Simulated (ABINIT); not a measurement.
# Au (Fm-3m) in ABINIT: reference runs

How does Au come out in PBEsol? The cell is run as given and disturbed.

Program: ABINIT 10.8.3 (patched build). These are calculated values, not measurements. Logs are shortened: lines on timing, memory, paths and dates and some standing lists are left out, and cuts for length are marked. The log counts tension as positive stress, the text compression.

### 1 The crystal as given

The structure is cubic, space group Fm-3m (No. 225). The conventional cell has a = 4.070 Å, b = 4.070 Å, c = 4.070 Å, α = 90.00°, β = 90.00°, γ = 90.00°. Around Au (site symmetry m-3m) lie 12 Au at 2.88 Å.

### 2 Single point, PBEsol

Input file run.abi:

```
# Pseudopotentials
pp_dirpath "./"
pseudos "Au.upf"

# Structure
acell 2.8779245994 2.8779245994 2.8779245994 Angstrom
rprim
     0.0000000000     0.7071067812     0.7071067812
     0.7071067812     0.0000000000     0.7071067812
     0.7071067812     0.7071067812     0.0000000000
ntypat 1
znucl 79
natom 1
typat 1
xred
     0.0000000000     0.0000000000     0.0000000000

# Plane-wave basis
ecut 38.0

# k points
kptopt 1
ngkpt 11 11 11
nshiftk 1
shiftk 0.0 0.0 0.0

# Exchange and correlation
ixc -116133

# Bands and occupations
nband 14
occopt 3
tsmear 0.00183747

# SCF cycle
nstep 100
tolvrs 1.0e-10

# Output
iomode 3
prtwf 0
prtden 0
prteig 0
prtebands 0
enunit 1
```

Potentials or basis: PseudoDojo NC SR PBEsol v0.4.1 standard.

On the command line:

```sh
> abinit run.abi > log 2>&1
```

run.abo:

```text
.Version 10.8.3 of ABINIT
 Symmetries : space group Fm -3 m (#225); Bravais cF (face-center cubic)
================================================================================
 Values of the parameters that define the memory need of the present run
     intxc =       0    ionmov =       0      iscf =       7    lmnmax =       7
     lnmax =       7     mgfft =      32  mpssoang =       4    mqgrid =    3001
     natom =       1  nloc_mem =       1    nspden =       1   nspinor =       1
    nsppol =       1      nsym =      48    n1xccc =    2501    ntypat =       1
    occopt =       3   xclevel =       2
       mpw =        1303          nfft =       32768          nkpt =          56
================================================================================
================================================================================

--------------------------------------------------------------------------------
------------- Echo of variables that govern the present computation ------------
--------------------------------------------------------------------------------
 -outvars: echo values of preprocessed input variables --------
            acell      5.4384893039E+00  5.4384893039E+00  5.4384893039E+00 Bohr
              amu      1.96966540E+02
             ecut      3.80000000E+01 Hartree
           enunit           1
                       outvar_i_n : Printing only first  50 k-points.
              ixc     -116133
                       outvar_i_n : Printing only first  50 k-points.
         kptrlatt       11    0    0      0   11    0      0    0   11
          kptrlen      5.98233823E+01
            natom           1
            nband          14
            ngfft          32      32      32
             nkpt          56
            nstep         100
             nsym          48
           ntypat           1
                       prtocc : prtvol=0, do not print more k-points.
           occopt           3
           prtden           0
        prtebands           0
           prteig           0
            prtwf           0
            rprim      0.0000000000E+00  7.0710678120E-01  7.0710678120E-01
                       7.0710678120E-01  0.0000000000E+00  7.0710678120E-01
                       7.0710678120E-01  7.0710678120E-01  0.0000000000E+00
          spgroup         225
           tolvrs      1.00000000E-10
           tsmear      1.83747000E-03 Hartree
            typat      1
                       outvars : Printing only first  50 k-points.
            znucl       79.00000

================================================================================

 chkinp: Checking input parameters for consistency.

================================================================================
== DATASET  1 ==================================================================

--- !DatasetInfo
iteration_state: {dtset: 1, }
dimensions: {natom: 1, nkpt: 56, mband: 14, nsppol: 1, nspinor: 1, nspden: 1, mpw: 1303, }
cutoff_energies: {ecut:  38.0, pawecutdg:  -1.0, }
electrons: {nelect:   1.90000000E+01, charge:   0.00000000E+00, occopt:   3.00000000E+00, tsmear:   1.83747000E-03, }
meta: {optdriver: 0, ionmov: 0, optcell: 0, iscf: 7, paral_kgb: 0, }
...

 Real(R)+Recip(G) space primitive vectors, cartesian coordinates (Bohr,Bohr^-1):
 R(1)=  0.0000000  3.8455927  3.8455927  G(1)= -0.1300190  0.1300190  0.1300190
 R(2)=  3.8455927  0.0000000  3.8455927  G(2)=  0.1300190 -0.1300190  0.1300190
 R(3)=  3.8455927  3.8455927  0.0000000  G(3)=  0.1300190  0.1300190 -0.1300190
 Unit cell volume ucvol=  1.1374173E+02 bohr^3
 Angles (23,13,12)=  6.00000000E+01  6.00000000E+01  6.00000000E+01 degrees

 getcut: wavevector=  0.0000  0.0000  0.0000  ngfft=  32  32  32
         ecut(hartree)=     38.000   => boxcut(ratio)=   2.12039

--- Pseudopotential description ------------------------------------------------
- pspini: atom type   1  psp file is ./Au.upf
12 -116133 3 -1 1340                          pspcod,pspxc,lmax,lloc,mmax
     nproj     2     2     2     1

   6.12166457E+02                                ecore*ucvol(ha*bohr**3)
--------------------------------------------------------------------------------

================================================================================

--- !BeginCycle
iteration_state: {dtset: 1, }
solver: {iscf: 7, nstep: 100, nline: 4, wfoptalg: 0, }
tolerances: {tolvrs: 1.00E-10, }
...

     iter   Etot(hartree)      deltaE(h)  residm     vres2
 ETOT  1  -147.37305396320    -1.474E+02 1.228E-01 7.203E+01
 ETOT  2  -147.41102138763    -3.797E-02 2.856E-02 4.937E+01
 ETOT  3  -147.42257963614    -1.156E-02 9.706E-04 4.815E-03
 ETOT  4  -147.42258131468    -1.679E-06 2.440E-04 2.922E-04
 ETOT  5  -147.42258134429    -2.961E-08 3.443E-05 3.516E-06
 ETOT  6  -147.42258134469    -4.023E-10 6.403E-05 2.664E-09
 ETOT  7  -147.42258134469    -1.108E-12 8.471E-06 5.352E-11

 At SCF step    7       vres2   =  5.35E-11 < tolvrs=  1.00E-10 =>converged.

 Cartesian components of stress tensor (hartree/bohr^3)
  sigma(1 1)= -4.22386003E-05  sigma(3 2)=  0.00000000E+00
  sigma(2 2)= -4.22386003E-05  sigma(3 1)=  0.00000000E+00
  sigma(3 3)= -4.22386003E-05  sigma(2 1)=  0.00000000E+00

--- !ResultsGS
iteration_state: {dtset: 1, }
comment   : Summary of ground state results
lattice_vectors:
- [  0.0000000,   3.8455927,   3.8455927, ]
- [  3.8455927,   0.0000000,   3.8455927, ]
- [  3.8455927,   3.8455927,   0.0000000, ]
lattice_lengths: [   5.43849,    5.43849,    5.43849, ]
lattice_angles: [ 60.000,  60.000,  60.000, ] # degrees, (23, 13, 12)
lattice_volume:   1.1374173E+02
convergence: {deltae: -1.108E-12, res2:  5.352E-11, residm:  8.471E-06, diffor: null, }
etotal    :  -1.47422581E+02
entropy   :   0.00000000E+00
fermie    :   4.81220747E-01
cartesian_stress_tensor: # hartree/bohr^3
- [ -4.22386003E-05,   0.00000000E+00,   0.00000000E+00, ]
- [  0.00000000E+00,  -4.22386003E-05,   0.00000000E+00, ]
- [  0.00000000E+00,   0.00000000E+00,  -4.22386003E-05, ]
pressure_GPa:   1.2427E+00
xred      :
- [  0.0000E+00,   0.0000E+00,   0.0000E+00, Au]
cartesian_forces: # hartree/bohr
- [ -0.00000000E+00,  -0.00000000E+00,  -0.00000000E+00, ]
force_length_stats: {min:   0.00000000E+00, max:   0.00000000E+00, mean:   0.00000000E+00, }
...

 Integrated electronic density in atomic spheres:
 ------------------------------------------------
 Atom  Sphere_radius  Integrated_density
    1        2.00000         15.58583338
================================================================================

 ----iterations are completed or convergence reached----

 Mean square residual over all n,k,spin=   17.668E-09; max=  84.711E-07
 reduced coordinates (array xred) for    1 atoms
       0.000000000000      0.000000000000      0.000000000000
 rms dE/dt=  0.0000E+00; max dE/dt=  0.0000E+00; dE/dt below (all hartree)
    1       0.000000000000      0.000000000000      0.000000000000

 cartesian coordinates (angstrom) at end:
    1      0.00000000000000     0.00000000000000     0.00000000000000

 cartesian forces (hartree/bohr) at end:
    1     -0.00000000000000    -0.00000000000000    -0.00000000000000
 frms,max,avg= 0.0000000E+00 0.0000000E+00   0.000E+00  0.000E+00  0.000E+00 h/b

 cartesian forces (eV/Angstrom) at end:
    1     -0.00000000000000    -0.00000000000000    -0.00000000000000
 frms,max,avg= 0.0000000E+00 0.0000000E+00   0.000E+00  0.000E+00  0.000E+00 e/A
 length scales=  5.438489303879  5.438489303879  5.438489303879 bohr
              =  2.877924599400  2.877924599400  2.877924599400 angstroms
 Fermi (or HOMO) energy (eV) =  13.09468   Average Vxc (eV)= -13.92336
 Eigenvalues (   eV  ) for nkpt=  56  k points:
 kpt#   1, nband= 14, wtk=  0.00075, kpt=  0.0000  0.0000  0.0000 (reduced coord)
 -92.58922  -43.78797  -43.78797  -43.78797    3.04580    8.36343    8.36343    8.36343
   9.92659    9.92659   27.51250   31.56289   31.56289   31.56289
 prteigrs : prtvol=0 or 1, do not print more k-points.

--- !EnergyTerms
iteration_state     : {dtset: 1, }
comment             : Components of total free energy in Hartree
kinetic             :  4.25261292858621E+01
hartree             :  2.57894844672415E+01
xc                  : -2.51358506494738E+01
Ewald energy        : -1.07599488063196E+02
psp_core            :  5.38207432130108E+00
local_psp           : -9.07819903871505E+01
non_local_psp       :  2.39711524224986E+00
internal            : -1.47422525783166E+02
'-kT*entropy'       : -5.55615251552838E-05
total_energy        : -1.47422581344691E+02
total_energy_eV     : -4.01157280234994E+03
band_energy         : -1.29198114394817E+01
...

 Cartesian components of stress tensor (hartree/bohr^3)
  sigma(1 1)= -4.22386003E-05  sigma(3 2)=  0.00000000E+00
  sigma(2 2)= -4.22386003E-05  sigma(3 1)=  0.00000000E+00
  sigma(3 3)= -4.22386003E-05  sigma(2 1)=  0.00000000E+00

-Cartesian components of stress tensor (GPa)         [Pressure=  1.2427E+00 GPa]
- sigma(1 1)= -1.24270252E+00  sigma(3 2)=  0.00000000E+00
- sigma(2 2)= -1.24270252E+00  sigma(3 1)=  0.00000000E+00
- sigma(3 3)= -1.24270252E+00  sigma(2 1)=  0.00000000E+00

== END DATASET(S) ==============================================================
================================================================================

 -outvars: echo values of variables after computation  --------
            acell      5.4384893039E+00  5.4384893039E+00  5.4384893039E+00 Bohr
           etotal     -1.4742258134E+02
            fcart     -0.0000000000E+00 -0.0000000000E+00 -0.0000000000E+00
            rprim      0.0000000000E+00  7.0710678120E-01  7.0710678120E-01
                       7.0710678120E-01  0.0000000000E+00  7.0710678120E-01
                       7.0710678120E-01  7.0710678120E-01  0.0000000000E+00
           strten     -4.2238600275E-05 -4.2238600275E-05 -4.2238600275E-05
                       0.0000000000E+00  0.0000000000E+00  0.0000000000E+00
 Calculation completed.
```

Wall time 23 s (1 thread of Arm Neoverse V1, shared host); peak memory 0.07 GiB.

Results:

```yaml
Free_energy: -4011.5728 eV
Pressure: 1.2 GPa
Band_gap_on_the_k_mesh: none (metal or under the smearing width)
Valence_electrons_inside_the_program's_atomic_spheres: Au 15.59 (radii [1.0584] Å)
```

The run has no spin-orbit coupling, so splittings on Au are missing.

### 3 Single point, PBEsol (cell strained at random at fixed volume)

Input file run.abi:

```
pp_dirpath "./"
pseudos "Au.upf"

acell 2.8691344494 2.910698928 2.9328404846 Angstrom
rprim
     0.0207442353     0.7085007816     0.7054050745
     0.7087105369     0.0103569626     0.7054233539
     0.7072092775     0.7069750336     0.0064296030
ntypat 1
znucl 79
natom 1
typat 1
xred
    -0.0018960000    -0.0041750000     0.0185300000
chkprim 0
chksymtnons 0
tolsym 1.0e-6

ecut 38.0

kptopt 1
ngkpt 11 11 11
nshiftk 1
shiftk 0.0 0.0 0.0

ixc -116133

nband 14
occopt 3
tsmear 0.00183747

nstep 100
tolvrs 1.0e-10

iomode 3
prtwf 0
prtden 0
prteig 0
prtebands 0
enunit 2
```

Potentials or basis: PseudoDojo NC SR PBEsol v0.4.1 standard.

On the command line:

```sh
> abinit run.abi > log 2>&1
```

Wall time 4.9 min (1 thread of Arm Neoverse V1, shared host); peak memory 0.24 GiB.

It converged, with:

```
Free energy                                           : -4011.5671 eV
Pressure                                              : 1.4 GPa
Band gap on the k mesh                                : none (metal or under the smearing width)
Valence electrons inside the program's atomic spheres : Au 15.57 (radii [1.0584] Å)
```

Stress tensor (GPa, compression positive):
```
 1.56 -1.97 -1.44
-1.97  1.40  0.23
-1.44  0.23  1.37
```

Levels at points of the mesh, in eV from the Fermi level:
| k point | band 6 | band 7 | band 8 | band 9 | band 10 | band 11 | band 12 | band 13 | band 14 |
| --- | --- | --- | --- | --- | --- | --- | --- | --- | --- |
| (0.00, 0.00, 0.00) | -4.92 | -4.76 | -4.51 | -3.17 | -3.12 | 14.39 | 17.85 | 18.44 | 19.22 |

The run has no spin-orbit coupling, so splittings on Au are missing.
